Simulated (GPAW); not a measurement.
# GaAs (F-43m) in GPAW: settings compared, part 2 of 2

GPAW 26.7.0. Earlier steps stand in the parts before.

### Step 4. Single point, PBE

File run.py:

```python
from ase.dft.bandgap import bandgap
from ase.io import read, write
from ase.units import GPa
from gpaw import GPAW, PW

atoms = read('POSCAR')

calc = GPAW(mode=PW(600),
            xc='PBE',
            kpts={'size': (8, 8, 8), 'gamma': True},
            occupations={'name': 'methfessel-paxton', 'order': 0, 'width': 0.017},
            nbands=11,
            convergence={'density': 1e-05, 'energy': 1e-05},
            maxiter=150,
            txt='gpaw.txt')
atoms.calc = calc
energy = atoms.get_potential_energy()
forces = atoms.get_forces()
stress = atoms.get_stress()
calc.write('gs.gpw')
write('result.traj', atoms)
print(f'Energy: {energy:.6f} eV')
print('Forces (eV/A):')
print(forces.round(4))
print('Stress (GPa):', (stress / GPa).round(3))
print('Fermi level:', round(calc.get_fermi_level(), 4), 'eV')
print(f'Gap: {bandgap(calc)[0]:.4f} eV, direct: {bandgap(calc, direct=True)[0]:.4f} eV')
```

File POSCAR:

```
GaAs
1.0
    0.0000000000      2.8268500000      2.8268500000
    2.8268500000      0.0000000000      2.8268500000
    2.8268500000      2.8268500000      0.0000000000
As Ga
1 1
Direct
    0.7500000000      0.7500000000      0.7500000000
    0.0000000000      0.0000000000      0.0000000000
```

Potentials or basis: GPAW PAW data sets (gpaw-data 1.2.1), pw.

Launch:

```
$ OMP_NUM_THREADS=1 python run.py
```

gpaw.txt:

```text
__  _  _
 | _ |_)|_||  |
 |__||  | ||/\| - 26.7.0

Input parameters:
  mode=PW(ecut=600.0),
  convergence={'density': 1e-05, 'energy': 1e-05},
  kpts=MonkhorstPack(size=(8, 8, 8), gamma=True),
  maxiter=150,
  nbands=11,
  occupations=Occupations(name='methfessel-paxton', order=0, width=0.017),
  xc=XC(name='PBE')

Diagonalizing LCAO Hamiltonian
Converting LCAO to pw mode

                    As

       Ga

Atoms  # Å, Bohr magnetons
|   | symbol |        x |        y |        z |    initial magnetic moments |
|---|--------|----------|----------|----------|-----------------------------|
| 0 |     As | 4.240275 | 4.240275 | 4.240275 | ( 0.0000,  0.0000,  0.0000) |
| 1 |     Ga | 0.000000 | 0.000000 | 0.000000 | ( 0.0000,  0.0000,  0.0000) |

Unit cell  # Å
| periodic |        x |        y |        z |  lengths |    angles |
|----------|----------|----------|----------|----------|-----------|
|      yes | 0.000000 | 2.826850 | 2.826850 | 3.997770 | 60.000000 |
|      yes | 2.826850 | 0.000000 | 2.826850 | 3.997770 | 60.000000 |
|      yes | 2.826850 | 2.826850 | 0.000000 | 3.997770 | 60.000000 |

Number of symmetries: 24
Symmetry operations  # r_c * U_cc + t_c -> r_c
|    | kind |            matrix            |
|----|------|------------------------------|
|  0 |  E   |  1, 0, 0,  0, 1, 0,  0, 0, 1 |
|  1 |  σ   |  1, 0, 0,  0, 0, 1,  0, 1, 0 |
|  2 |  σ   |  1, 0,-1,  0, 1,-1,  0, 0,-1 |
|  3 |  C3  |  1, 0,-1,  0, 0,-1,  0, 1,-1 |
|  4 |  C3  |  1,-1, 0,  0,-1, 1,  0,-1, 0 |
|  5 |  σ   |  1,-1, 0,  0,-1, 0,  0,-1, 1 |
|  6 |  σ   |  0, 1, 0,  1, 0, 0,  0, 0, 1 |
|  7 |  C3  |  0, 1, 0,  0, 0, 1,  1, 0, 0 |
|  8 |  C2  |  0, 1,-1,  1, 0,-1,  0, 0,-1 |
[... 145 lines left out ...]
maximum number of iterations: 150

SCF iterations
|iter     | |      energy | eigst |  dens |
|---------|-|-------------|-------|-------|
|iter:   1| |   -8.317125 | -0.65 |       |
|iter:   2| |   -8.299841 | -3.03 | -0.89 |
|iter:   3| |   -8.227219 | -2.22 | -0.92 |
|iter:   4| |   -8.228991 | -3.81 | -1.52 |
|iter:   5| |   -8.229243 | -4.71 | -2.05 |
|iter:   6| |   -8.229260 | -6.03 | -2.81 |
|iter:   7| |   -8.229260c| -7.48c| -3.55 |
|iter:   8| |   -8.229260c| -8.54c| -4.10 |
|iter:   9| |   -8.229260c| -9.27c| -5.40c|

Converged in 9 steps
Energy contributions relative to reference atoms: (reference = -114387.645129)

Energy contributions:
  Kinetic:          26.966537
  Coulomb:         -23.856737
  Zero:              0.019554
  External:          0.000000
  Xc:              -11.358615
  Entropy:          -0.000000
  Spinorbit:         0.000000
  ----------------------------
  Free energy:      -8.229260
  Extrapolated:     -8.229260

dipole moment: (-10.964929, -10.964929, -10.964929)  # |e|*Ang

Fermi level: 4.989
Eigenvalues  # (at kpt = [0.000, 0.000, 0.000])
| band index |      eig [eV] | occ [0-2] |
|------------|---------------|-----------|
|          0 |        -7.775 |     2.000 |
|          1 |         4.921 |     2.000 |
|          2 |         4.921 |     2.000 |
|          3 |         4.921 |     2.000 |
|          4 |         5.508 |     0.000 |
|          5 |         8.695 |     0.000 |
|          6 |         8.695 |     0.000 |
|          7 |         8.695 |     0.000 |
|          8 |        12.577 |     0.000 |
|          9 |        15.009 |     0.000 |
|         10 |        15.009 |     0.000 |

Gap: 0.587 eV
Transition (v -> c):
  (s=0, k=0, n=3, [0.00, 0.00, 0.00]) -> (s=0, k=0, n=4, [0.00, 0.00, 0.00])
No difference between direct/indirect transitions

Forces  # eV/Ang
|       x |       y |        z |
|---------|---------|----------|
| 0.00000 | 0.00000 |  0.00000 |  # As   0
| 0.00000 | 0.00000 | -0.00000 |  # Ga   1

Stress tensor  # eV/Ang^3
|         x |         y |         z |
|-----------|-----------|-----------|
| -0.027053 |  0.000000 | -0.000000 |
|  0.000000 | -0.027053 |  0.000000 |
| -0.000000 |  0.000000 | -0.027053 |

# Writing to gs.gpw (mode='')
```

stdout:

```text
Energy: -8.229260 eV
Forces (eV/A):
[[ 0.  0.  0.]
 [ 0.  0. -0.]]
Stress (GPa): [-4.334 -4.334 -4.334  0.    -0.     0.   ]
Fermi level: 4.9886 eV
Gap: 0.5866 eV, direct: 0.5866 eV
```

Wall time 10 s (1 thread of Arm Neoverse V1, shared host); peak memory 0.15 GiB.

Results:

| Quantity | Value |
| --- | --- |
| Free energy | -8.2293 eV |
| Pressure | 4.3 GPa |
| Band gap on the k mesh | 0.59 eV, direct |

### Step 5. Single point, PBE

run.py, as its differences from that of step 4:

```diff
@@ -5,3 +5,3 @@
 
-atoms = read('POSCAR')
+atoms = read('GaAs.xyz')
 
@@ -10,3 +10,3 @@
             kpts={'size': (8, 8, 8), 'gamma': True},
-            occupations={'name': 'methfessel-paxton', 'order': 0, 'width': 0.017},
+            occupations={'name': 'methfessel-paxton', 'order': 0, 'width': 0.018000000000000002},
             nbands=11,
```

File GaAs.xyz:

```xyz
2
Lattice="0.0000000000 2.8268500000 2.8268500000 2.8268500000 0.0000000000 2.8268500000 2.8268500000 2.8268500000 0.0000000000" Properties=species:S:1:pos:R:3 pbc="T T T"
As     4.2402750000      4.2402750000      4.2402750000
Ga     0.0000000000      0.0000000000      0.0000000000
```

Launch:

```
$ OMP_NUM_THREADS=1 python run.py
```

Run time: 10 s. Hardware: 1 thread of Arm Neoverse V1, shared host; peak memory 0.15 GiB.

Results (log left out):

| Item | Value |
| --- | --- |
| Free energy | -8.2293 eV |
| Pressure | 4.3 GPa |
| Band gap on the k mesh | 0.59 eV, direct |

Levels at points of the mesh, in eV from the valence-band top:
```csv
k point,band 2,band 3,band 4,band 5,band 6,band 7
"(0.00, 0.00, 0.00)",0.00,0.00,0.00,0.59,3.77,3.77
"(0.50, 0.50, 0.00)",-6.79,-2.66,-2.66,1.48,1.68,10.22
"(0.50, 0.50, 0.50)",-6.61,-1.13,-1.13,1.05,4.67,4.67
```

### Step 6. Single point, PBE

run.py, as its differences from that of step 5:

```diff
@@ -10,3 +10,3 @@
             kpts={'size': (8, 8, 8), 'gamma': True},
-            occupations={'name': 'methfessel-paxton', 'order': 0, 'width': 0.018000000000000002},
+            occupations={'name': 'methfessel-paxton', 'order': 0, 'width': 0.019000000000000003},
             nbands=11,
```

GaAs.xyz is that of step 5.

Potentials or basis: GPAW PAW data sets (gpaw-data 1.2.1), pw.

Launch:

```
$ OMP_NUM_THREADS=1 python run.py
```

Run time: 10 s. Hardware: 1 thread of Arm Neoverse V1, shared host; peak memory 0.15 GiB.

The run converged. Its results:

```
Free energy            : -8.2293 eV
Pressure               : 4.3 GPa
Band gap on the k mesh : 0.59 eV, direct
```

Levels at points of the mesh, in eV from the valence-band top:
| k point | band 2 | band 3 | band 4 | band 5 | band 6 | band 7 |
| --- | --- | --- | --- | --- | --- | --- |
| (0.00, 0.00, 0.00) | 0.00 | 0.00 | 0.00 | 0.59 | 3.77 | 3.77 |
| (0.50, 0.50, 0.00) | -6.79 | -2.66 | -2.66 | 1.48 | 1.68 | 10.22 |
| (0.50, 0.50, 0.50) | -6.61 | -1.13 | -1.13 | 1.05 | 4.67 | 4.67 |

### Step 7. The runs side by side

```tsv
level	potentials or basis	smearing	gap on the mesh (eV)	pressure (GPa)
LDA	the program's PAW data sets (release 1.2.1) made for this functional, pw	gaussian 0.05 eV	0.36	-0.9
PBE	GPAW PAW data sets (gpaw-data 1.2.1), pw	gaussian 0.016 eV	0.59	4.3
PBE	GPAW PAW data sets (gpaw-data 1.2.1), pw	gaussian 0.017 eV	0.59	4.3
PBE	GPAW PAW data sets (gpaw-data 1.2.1), pw	gaussian 0.018 eV	0.59	4.3
PBE	GPAW PAW data sets (gpaw-data 1.2.1), pw	gaussian 0.019 eV	0.59	4.3
```

Alike in all rows: task single point; no spin polarisation; cell as given; k mesh 8 × 8 × 8; cutoff (eV) 600.

Total energies depend on the potentials used, so only differences within one code and one set of settings carry meaning.

### Step 8. How close it comes

Step 2. Against the measured gap of GaAs, 1.418 eV (direct; 300 K; “Evidence of valence band perturbations in GaAsN/GaAs(001): A combined variable-angle spectroscopic ellipsometry and modulated photoreflectance investigation”, 2008, arxiv:0805.2212), the calculated 0.36 eV is off by -1.06 eV. So large a miss can be the level of theory's own, or it may mean another phase, state or a wrong row. 3 values of this kind are on record (1.412 to 1.51 eV); this one was drawn at random among those near their median, those with a stated uncertainty first. Spin-orbit coupling on As, Ga is left out. The value is that of LDA, without temperature or zero-point motion. Semilocal functionals fall short of measured gaps as a rule.

Step 3. A measured gap of GaAs is 1.412 eV (direct; 300 K; “Evidence of valence band perturbations in GaAsN/GaAs(001): A combined variable-angle spectroscopic ellipsometry and modulated photoreflectance investigation”, 2008, arxiv:0805.2212); the calculated 0.59 eV misses it by -0.83 eV. 3 values of this kind are on record (1.412 to 1.51 eV); this one was drawn at random among those near their median, those with a stated uncertainty first. Spin-orbit coupling on As, Ga is left out. The value is that of PBE on a finite k mesh, which can miss the band edges, without temperature or zero-point motion. Semilocal functionals fall short of measured gaps as a rule.

Step 4. Measured gap of GaAs: 1.412 eV (direct; 300 K; “Evidence of valence band perturbations in GaAsN/GaAs(001): A combined variable-angle spectroscopic ellipsometry and modulated photoreflectance investigation”, 2008, arxiv:0805.2212). This calculation gives 0.59 eV (-0.83 eV). 3 values of this kind are on record (1.412 to 1.51 eV); this one was drawn at random among those near their median, those with a stated uncertainty first. Spin-orbit coupling on As, Ga is left out. The value is that of PBE on a finite k mesh, which can miss the band edges, without temperature or zero-point motion. Semilocal functionals fall short of measured gaps as a rule.

Step 5. Against the measured gap of GaAs, 1.418 eV (direct; 300 K; “Evidence of valence band perturbations in GaAsN/GaAs(001): A combined variable-angle spectroscopic ellipsometry and modulated photoreflectance investigation”, 2008, arxiv:0805.2212), the calculated 0.59 eV is off by -0.83 eV. 3 values of this kind are on record (1.412 to 1.51 eV); this one was drawn at random among those near their median, those with a stated uncertainty first. Spin-orbit coupling on As, Ga is left out. The value is that of PBE on a finite k mesh, which can miss the band edges, without temperature or zero-point motion. Semilocal functionals fall short of measured gaps as a rule.

Step 6. A measured gap of GaAs is 1.412 eV (direct; 300 K; “Evidence of valence band perturbations in GaAsN/GaAs(001): A combined variable-angle spectroscopic ellipsometry and modulated photoreflectance investigation”, 2008, arxiv:0805.2212); the calculated 0.59 eV misses it by -0.83 eV. 3 values of this kind are on record (1.412 to 1.51 eV); this one was drawn at random among those near their median, those with a stated uncertainty first. Spin-orbit coupling on As, Ga is left out. The value is that of PBE on a finite k mesh, which can miss the band edges, without temperature or zero-point motion. Semilocal functionals fall short of measured gaps as a rule.
